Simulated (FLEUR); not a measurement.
# AgCl (Chlorargyrite) (Fm-3m) in FLEUR: further runs

One crystal, AgCl (Chlorargyrite), is run at these levels: PBE; tasks: equation of state.

All numbers are computed with FLEUR MaX-R8.1 (later development tree); they aren't measurements. Logs are shortened: lines on timing, memory, paths and dates and some standing lists are left out, and cuts for length are marked.

## (1) Starting point

Symmetry: Fm-3m, No. 225, cubic system. Conventional cell: a = 5.470 Å, b = 5.470 Å, c = 5.470 Å, α = 90.00°, β = 90.00°, γ = 90.00°. Ag (site symmetry m-3m) is surrounded by 6 Cl at 2.73 Å. Cl (site symmetry m-3m) has 6 Ag at 2.73 Å as nearest neighbours.

## (2) Equation of state, PBE, 19.23 Å³/atom (volume scaled by 0.94)

Contents of inp.xml:

```xml
<?xml version="1.0" encoding="UTF-8" standalone="no"?>
<fleurInput fleurInputVersion="0.39">
   <comment>
      AgCl                                                                                                
   </comment>
   <calculationSetup>
      <cutoffs Kmax="4.92" Gmax="15.3" GmaxXC="15.3" numbands="0"/>
      <scfLoop itmax="60" minDistance="0.00001" maxIterBroyd="15" imix="Anderson" alpha="0.05" precondParam="0.0" spinf="2.0" sdNocoIR="T"/>
      <coreElectrons ctail="T" frcor="F" kcrel="0" coretail_lmax="0"/>
      <xcFunctional name="pbe" relativisticCorrections="F"/>
      <magnetism jspins="1"/>
      <soc l_soc="F" theta="0.0" phi="0.0" spav="F"/>
      <expertModes spex="0" secvar="F"/>
      <geometryOptimization l_f="F" forcealpha="1.0" forcemix="BFGS" epsdisp="0.0005" epsforce="0.0002"/>
      <ldaU l_linMix="F" mixParam="0.05" spinf="1.0"/>
   </calculationSetup>
   <cell>
      <bzIntegration valenceElectrons="26.0" mode="hist" fermiSmearingEnergy="0.00183747">
         <kPointListSelection listName="default-1"/>
         <!-- k-points included here -->
         <xi:include xmlns:xi="http://www.w3.org/2001/XInclude" href="kpts.xml"> </xi:include>
      </bzIntegration>
      <!-- symmetry operations included here -->
      <xi:include xmlns:xi="http://www.w3.org/2001/XInclude" href="sym.xml"> </xi:include>
      <bulkLattice scale="0.9795861087">
         <bravaisMatrix>
            <row-1>    0.0000000000000000     5.1684009507809998     5.1684009507809998</row-1>
            <row-2>    5.1684009507809998     0.0000000000000000     5.1684009507809998</row-2>
            <row-3>    5.1684009507809998     5.1684009507809998     0.0000000000000000</row-3>
         </bravaisMatrix>
      </bulkLattice>
   </cell>
   <atomSpecies>
      <species name="Silver (Ag)" element="Ag" atomicNumber="47">
         <mtSphere radius="2.65" gridPoints="879" logIncrement="0.015"/>
         <atomicCutoffs lmax="11" lnonsphr="8"/>
         <electronConfig flipSpins="F">
            <coreConfig>(1s1/2) (2s1/2) (2p1/2) (2p3/2) (3s1/2) (3p1/2) (3p3/2) (3d3/2) (3d5/2)</coreConfig>
            <valenceConfig>(4s1/2) (4p1/2) (4p3/2) (5s1/2) (4d3/2) (4d5/2)</valenceConfig>
            <stateOccupation state="(5s1/2)" spinUp="0.500000" spinDown="0.500000"/>
         </electronConfig>
         <energyParameters s="5" p="5" d="4" f="4"/>
         <lo type="SCLO" l="0" n="4" eDeriv="0"/>
         <lo type="SCLO" l="1" n="4" eDeriv="0"/>
         <lo type="SCLO" l="1" n="4" eDeriv="1"/>
         <lo type="SCLO" l="2" n="4" eDeriv="2"/>
         <lo type="SCLO" l="3" n="4" eDeriv="2"/>
      </species>
      <species name="Chlorine (Cl)" element="Cl" atomicNumber="17">
         <mtSphere radius="1.99" gridPoints="677" logIncrement="0.017"/>
         <atomicCutoffs lmax="8" lnonsphr="6"/>
         <electronConfig flipSpins="F">
            <coreConfig>(1s1/2) (2s1/2) (2p1/2) (2p3/2)</coreConfig>
            <valenceConfig>(3s1/2) (3p1/2) (3p3/2)</valenceConfig>
            <stateOccupation state="(3p1/2)" spinUp="0.833333" spinDown="0.833333"/>
            <stateOccupation state="(3p3/2)" spinUp="1.666667" spinDown="1.666667"/>
         </electronConfig>
         <energyParameters s="3" p="3" d="3" f="4"/>
         <lo type="SCLO" l="0" n="3" eDeriv="2"/>
         <lo type="SCLO" l="1" n="3" eDeriv="2"/>
         <lo type="SCLO" l="2" n="3" eDeriv="2"/>
         <lo type="SCLO" l="3" n="4" eDeriv="2"/>
      </species>
   </atomSpecies>
   <atomGroups>
      <atomGroup species="Silver (Ag)">
         <relPos label="                   1">.0000000000 .0000000000 .0000000000</relPos>
         <force calculate="T" relaxXYZ="TTT"/>
      </atomGroup>
      <atomGroup species="Chlorine (Cl)">
         <relPos label="                   2">1.000/2.000 1.000/2.000 1.000/2.000</relPos>
         <force calculate="T" relaxXYZ="TTT"/>
      </atomGroup>
   </atomGroups>
   <output dos="F" band="F" slice="F">
      <checks vchk="F" cdinf="F"/>
      <bandDOS minEnergy="-.5*Htr" maxEnergy="0.5*Htr" sigma="0.015" storeEVData="T"/>
      <vacuumDOS vacdos="F" integ="F" star="F" nstars="0" locx1="0.0" locy1="0.0" locx2="0.0" locy2="0.0" nstm="0" tworkf="0.0"/>
      <unfoldingBand unfoldBand="F" supercellX="1" supercellY="1" supercellZ="1"/>
      <plotting iplot="0" polar="F">
         <plot TwoD="T" vec1="  1.0  0.0  0.0" vec2="  0.0  1.0  0.0" vec3="  0.0  0.0  1.0" zero="  0.0  0.0  0.0" file="plot"/>
      </plotting>
      <chargeDensitySlicing numkpt="0" minEigenval="0.0" maxEigenval="0.0" nnne="0" pallst="F"/>
      <specialOutput eonly="F"/>
      <moessbauerParams electricFieldGradient="T" isomerShift="T" coreHyperfine="T" valenceHyperfine="T"/>
      <magneticCircularDichroism mcd="F" energyLo="-10.0" energyUp="0.0"/>
   </output>
  <!-- We include the file relax.xml here to enable relaxations (see documentation) -->
  <xi:include xmlns:xi="http://www.w3.org/2001/XInclude" href="relax.xml"> <xi:fallback/> </xi:include>
</fleurInput>
```

Potentials or basis: all-electron, FLAPW.

On the command line:

```bash
$ inpgen -f crystal.txt -profile fastHighL
$ # inp.xml edited to the form shown
$ fleur_MPI
```

Output:

```text
Welcome to FLEUR        (www.flapw.de)
      MaX-Release 8.1          (www.max-centre.eu)

 ========== k-point set info ==========
 Selected k-point list: default-1
 k-point list type: mesh
 8 x 8 x 8
 Number of k points: 29

 ------------Calculation Setup---------------------------
 Number of MPI-tasks      :            1
 Number of PE/node        :            1
 Number of OMP-threads    :            1
 Most efficient MPI parallelization for:
           1          29
 Additional eigenvalue parallelization possible
 Number of basis functions:          614
 Approximate size of matrices (H+S) per k-point:         0.006 GB
 --------------------------------------------------------
 Iteration:     1   Distance:       5.49768130 me/bohr^3
 Iteration:     2   Distance:       4.88864158 me/bohr^3
 Iteration:     3   Distance:       2.70633754 me/bohr^3
 Iteration:     4   Distance:       1.41997036 me/bohr^3
 Iteration:     5   Distance:       1.08339790 me/bohr^3
 Iteration:     6   Distance:       0.21148716 me/bohr^3
 Iteration:     7   Distance:       0.16378757 me/bohr^3
 Iteration:     8   Distance:       0.02283828 me/bohr^3
 Iteration:     9   Distance:       0.00935879 me/bohr^3
 Iteration:    10   Distance:       0.00277218 me/bohr^3
 Iteration:    11   Distance:       0.00040434 me/bohr^3
 Iteration:    12   Distance:       0.00034343 me/bohr^3
 Iteration:    13   Distance:       0.00006533 me/bohr^3
 Iteration:    14   Distance:       0.00004005 me/bohr^3
 Iteration:    15   Distance:       0.00000412 me/bohr^3

 ********************************************************************
 Run finished successfully
 Stop message:
   all done
 ********************************************************************
```

out.xml (last iteration):

```text
<iteration numberForCurrentRun="   15" overallNumber="   15">
         <energyParameters units="Htr">
            <atomicEP atomType="1" spin="1" branch="5s" branchLowest="-3.06" branchHighest="1.25" value="0.2145114573"/>
            <atomicEP atomType="1" spin="1" branch="5p" branchLowest="-1.72" branchHighest="1.85" value="0.3673650316"/>
            <atomicEP atomType="1" spin="1" branch="4d" branchLowest="-12.74" branchHighest="0.25" value="0.1518267843"/>
            <atomicEP atomType="1" spin="1" branch="4f" branchLowest="-9.99" branchHighest="2.15" value="0.6771209409"/>
            <loAtomicEP atomType="1" spin="1" branch="4s" branchLowest="-24.68" branchHighest="-3.06" value="-3.0665795952"/>
            <loAtomicEP atomType="1" spin="1" branch="4p" branchLowest="-20.04" branchHighest="-1.72" value="-1.7315164881"/>
            <loAtomicEP atomType="1" spin="1" branch="4p" branchLowest="-20.04" branchHighest="-1.72" value="-1.7315164881"/>
            <loAtomicEP atomType="1" spin="1" branch="4d" branchLowest="-12.74" branchHighest="0.25" value="0.1452044888"/>
            <loAtomicEP atomType="1" spin="1" branch="4f" branchLowest="-9.99" branchHighest="2.15" value="0.6771222527"/>
            <atomicEP atomType="2" spin="1" branch="3s" branchLowest="-8.81" branchHighest="0.37" value="-0.3536438306"/>
            <atomicEP atomType="2" spin="1" branch="3p" branchLowest="-6.56" branchHighest="1.01" value="0.0240336365"/>
            <atomicEP atomType="2" spin="1" branch="3d" branchLowest="-9.99" branchHighest="1.81" value="0.3244626412"/>
            <atomicEP atomType="2" spin="1" branch="4f" branchLowest="-9.99" branchHighest="4.54" value="0.4959946357"/>
            <loAtomicEP atomType="2" spin="1" branch="3s" branchLowest="-8.81" branchHighest="0.37" value="-0.3536438306"/>
            <loAtomicEP atomType="2" spin="1" branch="3p" branchLowest="-6.56" branchHighest="1.01" value="0.0231186508"/>
            <loAtomicEP atomType="2" spin="1" branch="3d" branchLowest="-9.99" branchHighest="1.81" value="0.3244592417"/>
            <loAtomicEP atomType="2" spin="1" branch="4f" branchLowest="-9.99" branchHighest="4.54" value="0.4959969852"/>
         </energyParameters>
         <eigenvalues>
            <eigenvaluesAt spin="1" ikpt="1" k_x="0.00000000" k_y="0.00000000" k_z="0.00000000">
                      -3.0665867473       -1.7263183681       -1.7263183681       -1.7263183681       -0.3402914614
                       0.1365232285        0.1365232285        0.1365232285        0.1382649611        0.1382649611
                       0.1419992736        0.1419992736        0.1419992736        0.2770936315        0.6338393821
                       0.6338393821        0.6338393821        0.6917397535        0.7450800958        0.7450800958
                       0.7571242839
            </eigenvaluesAt>
            <eigenvaluesAt spin="1" ikpt="2" k_x="0.00000000" k_y="0.00000000" k_z="0.12500000">
                      -3.0665857219       -1.7263457289       -1.7263225561       -1.7263225561       -0.3373797016
                       0.1065897213        0.1089709232        0.1089709232        0.1390733543        0.1390733543
[... 50 lines left out ...]
         </allElectronCharges>
         <moessbauerParams unitsHFF="kG" unitsIS="e/bohr^3" unitsEFG="Htr/bohr^2">
            <coreIsomerShift atomType="1" isTotal="147446.03980">
               <shell n="1" l="0" isomerShift="129459.01057"/>
               <shell n="2" l="0" isomerShift="14817.21247"/>
               <shell n="2" l="1" isomerShift="309.84522"/>
               <shell n="3" l="0" isomerShift="2797.27982"/>
               <shell n="3" l="1" isomerShift="62.69171"/>
               <shell n="3" l="2" isomerShift="0.00001"/>
            </coreIsomerShift>
            <coreIsomerShift atomType="2" isTotal="3574.07803">
               <shell n="1" l="0" isomerShift="3313.23413"/>
               <shell n="2" l="0" isomerShift="260.31958"/>
               <shell n="2" l="1" isomerShift="0.52432"/>
            </coreIsomerShift>
            <isomerShift atomType="1" nucleusRadius="0.0001124" averageDensity="147983.49490"/>
            <isomerShift atomType="2" nucleusRadius="0.0000776" averageDensity="3600.44347"/>
            <electricFieldGradient atomType="1" VXX="0.00000" VYY="0.00000" VZZ="0.00000" asymParam="0.00000">
            </electricFieldGradient>
            <electricFieldGradient atomType="2" VXX="0.00000" VYY="0.00000" VZZ="0.00000" asymParam="0.00000">
            </electricFieldGradient>
         </moessbauerParams>
         <totalEnergy                                    value="    -5778.8356295337" units="Htr">
            <sumOfEigenvalues                            value="    -3438.4989200477">
               <coreElectrons value="-3423.4907605899"/>
               <valenceElectrons value="-15.0081594578"/>
            </sumOfEigenvalues>
            <densityCoulombPotentialIntegral value="-9235.1064260593"/>
            <densityEffectivePotentialIntegral value="-9466.6784730023"/>
            <chargeDenXCDenIntegral value="-177.7622287920"/>
            <FockExchangeEnergyValence value="0.0000000000"/>
            <FockExchangeEnergyCore value="0.0000000000"/>
            <atomTypeDependentContributions atomType="1">
               <electronNucleiInteractionDifferentMTs value="6440.8469045551"/>
               <MadelungTerm value="-16.4323867208"/>
            </atomTypeDependentContributions>
            <atomTypeDependentContributions atomType="2">
               <electronNucleiInteractionDifferentMTs value="544.3016310628"/>
               <MadelungTerm value="-10.1188183280"/>
            </atomTypeDependentContributions>
            <tkbTimesEntropy value="0.0000000000"/>
            <freeEnergy value="-5778.8356295337"/>
            <extrapolationTo0K value="-5778.8356295337"/>
         </totalEnergy>
         <densityConvergence units="me/bohr^3">
            <chargeDensity spin="1" distance="0.0000041207"/>
         </densityConvergence>
      </iteration>
```

It took 84 s on 1 thread of Intel Xeon Platinum 8488C (Sapphire Rapids), shared host; peak memory 0.07 GiB.

What came out:

```yaml
Free_energy: -157250.1284 eV
Band_gap_on_the_k_mesh: 0.91 eV, indirect (least direct gap 3.56 eV)
Valence_electrons_inside_the_program's_atomic_spheres: Ag 17.98; Cl 5.03 (radii Ag 2.65, Cl 1.99 bohr)
```

## (3) Equation of state, PBE, 19.64 Å³/atom (volume scaled by 0.96)

inp.xml: that of step 2 with these lines changed.

```diff
@@ -24,3 +24,3 @@
       <xi:include xmlns:xi="http://www.w3.org/2001/XInclude" href="sym.xml"> </xi:include>
-      <bulkLattice scale="0.9795861087">
+      <bulkLattice scale="0.9864848297">
          <bravaisMatrix>
```

Potentials or basis: all-electron, FLAPW.

On the command line:

```bash
$ inpgen -f crystal.txt -profile fastHighL
$ # inp.xml edited to the form shown
$ fleur_MPI
```

It took 92 s on 1 thread of Intel Xeon Platinum 8488C (Sapphire Rapids), shared host; peak memory 0.08 GiB.

The run converged. Its results:

```
Free energy                                           : -157250.1669 eV
Band gap on the k mesh                                : 0.91 eV, indirect (least direct gap 3.48 eV)
Valence electrons inside the program's atomic spheres : Ag 17.95; Cl 5.03 (radii Ag 2.65, Cl 1.99 bohr)
```

## (4) Equation of state, PBE, 20.05 Å³/atom (volume scaled by 0.98)

inp.xml: that of step 3 with these lines changed.

```diff
@@ -24,3 +24,3 @@
       <xi:include xmlns:xi="http://www.w3.org/2001/XInclude" href="sym.xml"> </xi:include>
-      <bulkLattice scale="0.9864848297">
+      <bulkLattice scale="0.9932883884">
          <bravaisMatrix>
```

On the command line:

```bash
$ inpgen -f crystal.txt -profile fastHighL
$ # inp.xml edited to the form shown
$ fleur_MPI
```

Wall time 76 s (1 thread of Intel Xeon Platinum 8488C (Sapphire Rapids), shared host); peak memory 0.08 GiB.

It converged, with:

```yaml
Free_energy: -157250.1975 eV
Band_gap_on_the_k_mesh: 0.91 eV, indirect (least direct gap 3.40 eV)
Valence_electrons_inside_the_program's_atomic_spheres: Ag 17.93; Cl 5.02 (radii Ag 2.65, Cl 1.99 bohr)
```

## (5) Equation of state, PBE, 20.46 Å³/atom

inp.xml: that of step 4 with these lines changed.

```diff
@@ -24,3 +24,3 @@
       <xi:include xmlns:xi="http://www.w3.org/2001/XInclude" href="sym.xml"> </xi:include>
-      <bulkLattice scale="0.9932883884">
+      <bulkLattice scale="1.0000000000">
          <bravaisMatrix>
```

On the command line:

```bash
$ inpgen -f crystal.txt -profile fastHighL
$ # inp.xml edited to the form shown
$ fleur_MPI
```

Wall time 90 s (1 thread of Intel Xeon Platinum 8488C (Sapphire Rapids), shared host); peak memory 0.08 GiB.

It converged, with:

```
Free energy                                           : -157250.2210 eV
Band gap on the k mesh                                : 0.91 eV, indirect (least direct gap 3.33 eV)
Valence electrons inside the program's atomic spheres : Ag 17.91; Cl 5.01 (radii Ag 2.65, Cl 1.99 bohr)
```

## (6) Equation of state, PBE, 20.87 Å³/atom (volume scaled by 1.02)

inp.xml: that of step 5 with these lines changed.

```diff
@@ -24,3 +24,3 @@
       <xi:include xmlns:xi="http://www.w3.org/2001/XInclude" href="sym.xml"> </xi:include>
-      <bulkLattice scale="1.0000000000">
+      <bulkLattice scale="1.0066227096">
          <bravaisMatrix>
```

Potentials or basis: all-electron, FLAPW.

On the command line:

```bash
$ inpgen -f crystal.txt -profile fastHighL
$ # inp.xml edited to the form shown
$ fleur_MPI
```

Run time: 80 s. Hardware: 1 thread of Intel Xeon Platinum 8488C (Sapphire Rapids), shared host; peak memory 0.08 GiB.

It converged, with:

| Item | Value |
| --- | --- |
| Free energy | -157250.2382 eV |
| Band gap on the k mesh | 0.91 eV, indirect (least direct gap 3.26 eV) |
| Valence electrons inside the program's atomic spheres | Ag 17.89; Cl 5.01 (radii Ag 2.65, Cl 1.99 bohr) |

## (7) Equation of state, PBE, 21.28 Å³/atom (volume scaled by 1.04)

inp.xml: that of step 6 with these lines changed.

```diff
@@ -24,3 +24,3 @@
       <xi:include xmlns:xi="http://www.w3.org/2001/XInclude" href="sym.xml"> </xi:include>
-      <bulkLattice scale="1.0066227096">
+      <bulkLattice scale="1.0131594038">
          <bravaisMatrix>
```

On the command line:

```bash
$ inpgen -f crystal.txt -profile fastHighL
$ # inp.xml edited to the form shown
$ fleur_MPI
```

It took 86 s on 1 thread of Intel Xeon Platinum 8488C (Sapphire Rapids), shared host; peak memory 0.08 GiB.

The run converged. Its results:

```yaml
Free_energy: -157250.2497 eV
Band_gap_on_the_k_mesh: 0.91 eV, indirect (least direct gap 3.19 eV)
Valence_electrons_inside_the_program's_atomic_spheres: Ag 17.87; Cl 5.00 (radii Ag 2.65, Cl 1.99 bohr)
```

## (8) Equation of state, PBE, 21.69 Å³/atom (volume scaled by 1.06)

inp.xml: that of step 7 with these lines changed.

```diff
@@ -24,3 +24,3 @@
       <xi:include xmlns:xi="http://www.w3.org/2001/XInclude" href="sym.xml"> </xi:include>
-      <bulkLattice scale="1.0131594038">
+      <bulkLattice scale="1.0196128224">
          <bravaisMatrix>
```

On the command line:

```bash
$ inpgen -f crystal.txt -profile fastHighL
$ # inp.xml edited to the form shown
$ fleur_MPI
```

Wall time 98 s (1 thread of Intel Xeon Platinum 8488C (Sapphire Rapids), shared host); peak memory 0.08 GiB.

The run converged. Its results:

* Free energy: -157250.2562 eV
* Band gap on the k mesh: 0.92 eV, indirect (least direct gap 3.13 eV)
* Valence electrons inside the program's atomic spheres: Ag 17.86; Cl 5.00 (radii Ag 2.65, Cl 1.99 bohr)

## (9) Equation of state, PBE

Potentials or basis: all-electron, FLAPW.

This step only gathers the single runs of the series.

Results:

```
Equilibrium volume : 22.10 Å³/atom (rough: see the caveat)
Bulk modulus       : 42 GPa (rough)
```

Energy against volume, from the lowest point:
| volume (Å³/atom) | energy (meV/atom) |
| --- | --- |
| 19.231 | 63.93 |
| 19.640 | 44.65 |
| 20.049 | 29.35 |
| 20.458 | 17.62 |
| 20.868 | 9.04 |
| 21.277 | 3.27 |
| 21.686 | 0.00 |

Caveat: the minimum lies outside the volumes run.
